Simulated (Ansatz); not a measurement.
# MoSe2 (P6_3/mmc): from the first guess to the electronic structure, part 2 of 2

Aim: bring MoSe2 (P6_3/mmc) to zero pressure, then compute its bands, density of states and charges.

Ansatz 0.2.0; DFT PBE, scalar-relativistic, plane waves, PAW. The runs add the D3(BJ) dispersion term to the functional named. Spin polarisation is switched off on purpose; where the compound carries moments, volume, stiffness and gap are then not the real material's.

## 4. Bands and density of states at the final cell

The COD entry's cell or inner coordinates are ideal or old and differ from later refinements, so a difference from it is no clean test against experiment.

File input.yaml:

```yaml
crystal:
  lattice:
    - [3.2768983592, 0.0, 0.0]
    - [-1.6384491796, 2.8378772247, 0.0]
    - [0.0, 0.0, 12.7344614947]
  atoms:
    - { symbol: Mo, position: [0.3333333333, 0.6666666667, 0.25] }
    - { symbol: Mo, position: [0.6666666667, 0.3333333333, 0.75] }
    - { symbol: Se, position: [0.3333333333, 0.6666666667, 0.6185448083] }
    - { symbol: Se, position: [0.6666666667, 0.3333333333, 0.1185448083] }
    - { symbol: Se, position: [0.3333333333, 0.6666666667, 0.8814551917] }
    - { symbol: Se, position: [0.6666666667, 0.3333333333, 0.3814551917] }
basis:
  ecutwfc: 420
  ecutrho_ratio: 4
kpoints:
  mp_grid: { grid: [10, 10, 4] }
  band_path:
    path:
      - [[0.0, 0.0, 0.0], [0.5, 0.0, 0.0], [0.33333333, 0.33333333, 0.0], [0.0, 0.0, 0.0], [0.0, 0.0, 0.5], [0.5, 0.0, 0.5], [0.33333333, 0.33333333, 0.5], [0.0, 0.0, 0.5]]
      - [[0.5, 0.0, 0.5], [0.5, 0.0, 0.0]]
      - [[0.33333333, 0.33333333, 0.5], [0.33333333, 0.33333333, 0.0]]
    npoints: 14
hamiltonian:
  xc: pbe
  dispersion: d3bj
scf:
  occupations: { method: gaussian, width: 0.05 }
  n_extra_bands: 23
output:
  forces: true
  stress: true
  eigenvalues: true
  populations: true
  dos: { projected: true, de: 0.02, nscf_kmesh: { grid: [15, 15, 6] } }
  bader: true
```

Launch:

```console
$ ansatz run input.yaml --threads 2 --pin off --max-ram 5120MiB --backend cpu --events-out ev --progress --plain --runs-dir out
```

The log of the run:

```text
Warning: RAYON_NUM_THREADS=2 ignored (pool sized by the plan → 2); use --threads N
scf.n_extra_bands = 23 over 46 filled bands (N_el = 92.0): the run solves 69 bands
Engine: ansatz 0.2.0, x86_64-unknown-linux-gnu
Pseudopotentials: kind: paw
Pseudopotential: Mo, paw, valence charge 14, recommended cutoff 420 eV (normal), Mo.paw.azcp
Pseudopotential: Se, paw, valence charge 16, recommended cutoff 420 eV (normal), Se.paw.azcp
Functional definition: PBE
  parameter kappa = 0.804
  parameter beta = 0.06672455060314922
  exchange = pbe_x(kappa = kappa, mu = beta*pi^2/3)
  correlation = pbe_c(beta = beta)
Crystal: 6 atoms, lattice volume = 118.423 Å³
Basis set: ecut = 420 eV, 2347 PW (Γ), exchange–correlation on 48×48×180 points (8 copies of the dense FFT grid, shifted against one another)
Bands: 69, of which v1, the nominal top of the filled ones, is band 46 counted from 1 (45 counted from 0)
Symmetry: 24 space group operations
Space group: P63/mmc (ITA 194), of the structure as read, at distance tolerance 4.9e-5 Å
k-points: 42 of 400
Non-local potential: Mo, projectors of the file, l = 0: 3, l = 1: 2, l = 2: 2, l = 3: 1
Non-local potential: Se, projectors of the file, l = 0: 2, l = 1: 2, l = 2: 3, l = 3: 1
PAW form: soft (Blöchl's): semilocal exchange-correlation on the pseudo side does not see the compensation charge
PAW one-centre angular grid: Mo, 590 points (default); XC on 64 Gauss nodes
PAW one-centre angular grid: Se, 590 points (default); XC on 64 Gauss nodes
Initial density: superposition of atomic densities (neutral atoms: chi_scale 0, normalization atom), corrected by the library's trained network
Initial wavefunctions: pseudopotential atomic-orbital guess
Functional: x = pbe(κ = 0.804, μ = 0.2195149727645171), c = pbe(β = 0.06672455060314922)
SCF iter   1: F=—  HF=-31795.162159 eV  |F-HF|=—  |Δ(HF+E_count)|=         —  Δρ=5.12e-3  dr2=1.77e-2  ethr=1.77e-3  ⟨swp⟩=5.6  Hψ=11259  notcnv=0  defer=200
preconditioner: auto → Resta (q_TF=auto, 2.616 Å⁻¹)  ε∞=3.6  [insulator: Δε(μ)=0.773 eV  Ē_g=12.740 eV  σ=0.050 eV  W_gap=1.00  n_scr=40 (ndim 8)  ℏωp=20.5 eV  f_vac=0.033  D(μ)=0.00/eV (n_scr^D=0)  ε∞_Penn≈3.6]
SCF iter   2: F=—  HF=-31795.170906 eV  |F-HF|=—  |Δ(HF+E_count)|=   8.75e-3  Δρ=3.08e-3  dr2=8.40e-3  ethr=1.92e-5  ⟨swp⟩=2.1  Hψ=4013  notcnv=0  defer=484
SCF iter   3: F=—  HF=-31795.172263 eV  |F-HF|=—  |Δ(HF+E_count)|=   1.36e-3  Δρ=1.94e-3  dr2=1.68e-3  ethr=9.13e-6  ⟨swp⟩=2.0  Hψ=2575  notcnv=0  defer=484
SCF iter   4: F=—  HF=-31795.173800 eV  |F-HF|=—  |Δ(HF+E_count)|=   1.54e-3  Δρ=7.32e-4  dr2=2.70e-4  ethr=1.83e-6  ⟨swp⟩=2.0  Hψ=2617  notcnv=0  defer=484
SCF iter   5: F=—  HF=-31795.174060 eV  |F-HF|=—  |Δ(HF+E_count)|=   2.61e-4  Δρ=1.45e-4  dr2=1.64e-5  ethr=2.94e-7  ⟨swp⟩=2.0  Hψ=2856  notcnv=0  defer=484
SCF iter   6: F=—  HF=-31795.174071 eV  |F-HF|=—  |Δ(HF+E_count)|=   1.01e-5  Δρ=2.51e-5  dr2=6.61e-7  ethr=1.78e-8  ⟨swp⟩=2.6  Hψ=3873  notcnv=0  defer=484
SCF iter   7: F=-31795.174071 eV  HF=-31795.174071 eV  |F-HF|=6.48e-8  |Δ(HF+E_count)|=   4.73e-7  Δρ=5.08e-6  dr2=9.29e-8  ethr=1.09e-10  ⟨swp⟩=10.8  Hψ=15878  notcnv=0
SCF 1 converged in 7 iterations: F = -31795.174071 eV  dr2 = 9.29e-8
NSCF: frozen V_eff on 129 k-points
NSCF: frozen V_eff on 108 k-points
SCF converged after 7 iterations
Free energy (F): -31795.174071 eV
Harris-Foulkes:  -31795.174071 eV  (|F-HF|=6.48e-8)
Internal energy: -31795.174071 eV  (E = F + TS)
E sigma→0 (E₀):  -31795.174071 eV
Fermi energy:    13.227024 eV
--- Per-component energies (eV) ---
  E_band       = -1592.844397
  E_kinetic    = 1360.834149
  E_local      = -11459.538054  (includes V_loc(G=0)·N_el)
  E_nonlocal   = -2095.720852
  E_hartree    = 5434.625186
  E_xc         = -786.646586
  E_vxc        = -854.667431  (∫ρ·V_xc dr)
  E_paw        = -14048.317848  (= ΣΔE_a)
  E_vpaw       = 587.009460  (= ΣTr[D̂ρ^β])
  E_aug_tail   = -0.002279  (compensation charges beyond the density's cutoff)
  E_ewald      = -10197.532351
  E_disp       = -2.875436  (pairwise vdW)
  E_smearing   = -0.000000  (= −TS)
  E_closure    = -0.000000  (closes the sum)
  Σ components = -31795.174071   (vs F -31795.174071, Δ=0.00e0)
--- Forces (eV/Å), atoms counted from 1 ---
  atom   1  Mo     0.00000000    -0.00000000     0.00000000
  atom   2  Mo     0.00000000     0.00000000    -0.00000000
  atom   3  Se     0.00000000    -0.00000000    -0.00195583
  atom   4  Se    -0.00000000     0.00000000    -0.00195583
  atom   5  Se     0.00000000    -0.00000000     0.00195583
  atom   6  Se    -0.00000000     0.00000000     0.00195583
  max |Σ_I F_I| component: 2.31e-18 eV/Å
--- Stress (GPa, compression-positive) ---
        0.012581       0.000000      -0.000000
        0.000000       0.012581      -0.000000
       -0.000000      -0.000000      -0.003632
  P = ⅓ Tr σ = 0.0072 GPa (0.072 kbar)
--- Band table (eV; the first three rows and the last of 42) ---
  k-point 0: bands = ["-48.3493", "-48.3493", "-34.9635", "-34.9635", "-34.9634", "-34.9634", "-34.9631", "-34.9631", "-34.9631", "-34.9631", "-34.9283", "-34.9283", "-34.9279", "-34.9279", "-34.9274", "-34.9274", "-34.9270", "-34.9270", "-34.9146", "-34.9142", "-34.9126", "-34.9122", "-22.5169", "-22.5168", "-22.3148", "-22.3148", "-22.3148", "-22.3148", "-2.0921", "-1.7216", "-1.1841", "-0.6386", "6.2475", "7.5571", "9.2871", "10.3273", "10.3273", "10.3480", "10.3480", "11.3070", "11.3070", "11.3685", "11.3685", "11.6575", "12.1595", "12.8460", "15.3135", "15.3135", "15.4016", "15.4016", "15.4548", "15.4548", "15.7081", "15.7081", "18.2138", "18.7190", "20.7253", "21.3379", "21.4807", "23.1219", "23.1219", "23.5087", "23.7157", "23.7157", "23.8732", "24.9597", "24.9597", "25.3102", "25.5552"]
  k-point 1: bands = ["-48.3493", "-48.3493", "-34.9635", "-34.9635", "-34.9634", "-34.9634", "-34.9631", "-34.9631", "-34.9631", "-34.9631", "-34.9283", "-34.9283", "-34.9280", "-34.9280", "-34.9273", "-34.9273", "-34.9270", "-34.9270", "-34.9146", "-34.9143", "-34.9125", "-34.9123", "-22.5169", "-22.5169", "-22.3148", "-22.3148", "-22.3148", "-22.3148", "-2.0556", "-1.8091", "-1.0723", "-0.7022", "6.3835", "7.2573", "9.6736", "10.3302", "10.3302", "10.3449", "10.3449", "11.1894", "11.3160", "11.3160", "11.3595", "11.3595", "12.4309", "12.8090", "15.3168", "15.3168", "15.3626", "15.3626", "15.5177", "15.5177", "15.6803", "15.6803", "18.3085", "18.6636", "20.7908", "21.2216", "21.6680", "22.9741", "23.1940", "23.1940", "23.6087", "23.6087", "24.1299", "25.0288", "25.0479", "25.0479", "25.4796"]
  k-point 2: bands = ["-48.3493", "-48.3493", "-34.9635", "-34.9635", "-34.9635", "-34.9635", "-34.9631", "-34.9631", "-34.9631", "-34.9631", "-34.9282", "-34.9282", "-34.9282", "-34.9282", "-34.9271", "-34.9271", "-34.9271", "-34.9271", "-34.9144", "-34.9144", "-34.9124", "-34.9124", "-22.5169", "-22.5169", "-22.3148", "-22.3148", "-22.3148", "-22.3148", "-1.9522", "-1.9522", "-0.8687", "-0.8687", "6.7577", "6.7577", "10.3374", "10.3374", "10.3374", "10.3374", "10.4262", "10.4262", "11.3378", "11.3378", "11.3378", "11.3378", "12.6824", "12.6824", "15.3306", "15.3306", "15.3306", "15.3306", "15.6079", "15.6079", "15.6079", "15.6079", "18.5059", "18.5059", "20.9821", "20.9821", "22.2055", "22.2055", "23.3848", "23.3848", "23.3848", "23.3848", "24.5513", "24.5513", "25.2668", "25.2668", "25.2668"]
  k-point 41: bands = ["-48.3215", "-48.3215", "-34.9617", "-34.9617", "-34.9609", "-34.9609", "-34.9601", "-34.9601", "-34.9599", "-34.9599", "-34.9298", "-34.9298", "-34.9291", "-34.9291", "-34.9282", "-34.9282", "-34.9278", "-34.9278", "-34.9121", "-34.9121", "-34.9098", "-34.9098", "-22.5341", "-22.5341", "-22.4719", "-22.4719", "-22.4486", "-22.4486", "0.1598", "0.1598", "0.2661", "0.2661", "7.3259", "7.3259", "7.5714", "7.5714", "8.5843", "8.5843", "8.7473", "8.7473", "9.6641", "9.6641", "10.3119", "10.3119", "12.3227", "12.3227", "14.1173", "14.1173", "14.9257", "14.9257", "15.4489", "15.4489", "16.7634", "16.7634", "19.1599", "19.1599", "20.1281", "20.1281", "21.4513", "21.4513", "23.7484", "23.7484", "24.1304", "24.1304", "24.9554", "24.9554", "25.5147", "25.5147", "26.1260"]
--- Löwdin populations: 6 sites ---
  site symbol       q [e]
     0     Mo     13.7715
     1     Mo     13.7715
     2     Se     16.0303
     3     Se     16.0303
     4     Se     16.0303
     5     Se     16.0303
  spilling = 0.003650 (of n_electrons = 92.000000)
--- Bader charges: 6 sites ---
  site symbol  charge [e]  shift [e]
     0     Mo      0.9632     0.0011
     1     Mo      0.9632     0.0011
     2     Se     -0.4816     0.0005
     3     Se     -0.4816     0.0005
     4     Se     -0.4816     0.0005
     5     Se     -0.4816     0.0005
  estimated error of the sums over rays = 8.8e-4 e
```

Wall time 35 s (2 threads of AMD EPYC 9R45 (Zen 5), shared host); peak memory 0.89 GiB.

Read off: volume 19.737 Å³/atom, pressure 0.01 GPa, gap on the mesh 0.77 eV.

Levels next to the Fermi level at the named points, in eV from the valence-band top:

```tsv
point	filled	empty
Γ	-1.19 -0.69 0.00	2.47 2.47 2.56
M	-1.19 -1.12 -0.87	1.56 1.61 1.79
K	-2.39 -0.53 -0.29	1.17 1.17 1.51
A	-1.51 -0.16 -0.16	2.49 2.49 2.49
L	-1.17 -1.03 -1.03	1.58 1.58 2.00
H	-2.63 -0.43 -0.43	1.18 1.18 2.05
```

Highest filled and lowest empty level along the path:

```tsv
distance (1/Å)	highest filled (eV)	lowest empty (eV)
0.00	0.00	2.47
0.40	-0.77	1.47
0.79	-1.18	1.34
1.15	-0.83	1.57
1.38	-0.58	1.47
1.61	-0.37	1.23
1.93	-0.48	1.21
2.39	-1.11	0.77
2.84	-0.17	2.25
3.08	-0.01	2.47
3.17	-0.05	2.47
3.25	-0.14	2.48
3.59	-0.54	1.91
3.98	-1.39	1.54
4.38	-1.03	1.58
4.61	-0.73	1.57
4.83	-0.55	1.34
5.11	-0.48	1.23
5.57	-1.08	1.12
6.02	-0.43	1.99
6.31	-1.01	1.58
6.40	-0.93	1.57
6.49	-0.88	1.56
6.56	-0.42	1.18
6.65	-0.35	1.17
6.74	-0.30	1.17
```

Counts of states by energy window, in eV from the valence-band top:

```tsv
from	to	total	Se 4p	Mo 4d
-7	-6	0.63	0.44	0.12
-6	-5	4.99	3.38	1.30
-5	-4	3.96	2.53	1.06
-4	-3	5.27	3.12	1.81
-3	-2	5.61	3.31	2.05
-2	-1	5.32	2.82	2.29
-1	0	2.22	0.83	1.30
0	1	0.21	0.07	0.13
1	2	6.29	1.73	4.19
2	3	5.47	2.36	2.75
3	4	3.54	1.69	1.58
```

The projection uses the shells of the potentials' files: it has no valence p orbitals on Mo, so such weight is missing from the shares.

## 5. Summary of results

What follows sums up all 2 parts. Changes of volume or cell count from the first structure of part 1.

```
         quantity                                                                        value
      space group                                                           P6_3/mmc (No. 194)
conventional cell  a = 3.277 Å, b = 3.277 Å, c = 12.734 Å, α = 90.00°, β = 90.00°, γ = 120.00°
           volume                                                               19.737 Å³/atom
         pressure                                                                     0.01 GPa
              gap                                                0.74 eV on the path, indirect
    Bader charges                                                         Mo +0.96; Se -0.48 e
```

**Reading.** From the first run shown, the volume went from 20.13 to 19.74 Å³/atom (-1.9 %) in one relaxation, where the pressure is zero within 0.01 GPa. It has an indirect gap of 0.74 eV on the path (valence top at Γ, conduction bottom between K and Γ); the top 1 eV of the valence band is led by Mo 4d (59 % of the projected weight, then Se 4p with 38 %), the lowest 0.5 eV of the conduction band by Mo 4d (65 % of the projected weight, then Se 4p with 32 %). It is the Kohn-Sham gap of a semilocal functional; such gaps usually fall short of measured ones. Mo gives up the most charge, +0.96 e by Bader's partition. Against the measured lattice constant a of MoSe2, 3.288 Å (a printed reference work, data compilation), the calculated 3.277 Å is off by -0.3 %. The calculation is for 0 K without zero-point motion. Measured lattice constant c of MoSe2: 12.93 Å (quoted in “Pressure coefficients for direct optical transitions in MoS2, MoSe2, WS2, and WSe2 crystals and semiconductor to metal transitions”, 2016, pmc:4877596). This calculation gives 12.734 Å (-1.5 %).
